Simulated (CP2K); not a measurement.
# Ag under changes of volume

One of the cells (17.048 Å³/atom); the others are scaled copies at fixed shape and fractional positions:

```
CELL_PARAMETERS angstrom
2.88888 0.00000 0.00000
1.44444 2.50185 0.00000
1.44444 0.83395 2.35876
ATOMIC_POSITIONS crystal
Ag 0.00000 0.00000 0.00000
```

| Property | Result |
| --- | --- |
| Program | CP2K 2026.2 |
| Functional | LDA |
| Potentials or basis | GTH_POTENTIALS Ag GTH-PADE-q11; TZVP-MOLOPT-PBE-GTH basis |
| Density cutoff | 6123 eV |
| k mesh | 11 × 11 × 11 |
| Occupations | fermi-dirac, width 0.1 eV |
| Spin | no spin polarisation |

```csv
volume (Å³/atom),energy over the lowest point (meV/atom),pressure (GPa)
16.025,0.00,0.0
16.366,3.29,-2.8
16.707,12.29,-5.3
17.048,26.22,-7.5
17.389,44.37,-9.3
17.730,66.16,-10.9
18.071,?,?
```

Question: What does the run at 18.071 Å³/atom give?

Answer: Energy over the lowest point 91.04 meV/atom; pressure -12.3 GPa.

Worked out: A Birch-Murnaghan fit of order 3 (a polynomial in V^(-2/3)) to the other rows has its minimum at 16.02 Å³/atom, just outside them, with B0 = V·E''(V) = 146 GPa and B' = 5.9. It gives 91.05 meV/atom at 18.071 Å³/atom, against the run's 91.04, and -dE/dV = -12.3 GPa, against -12.3.

Energies are extrapolated to zero smearing.

Caveats: the basis of atomic orbitals isn't converged, which shifts pressures, moduli and gaps.
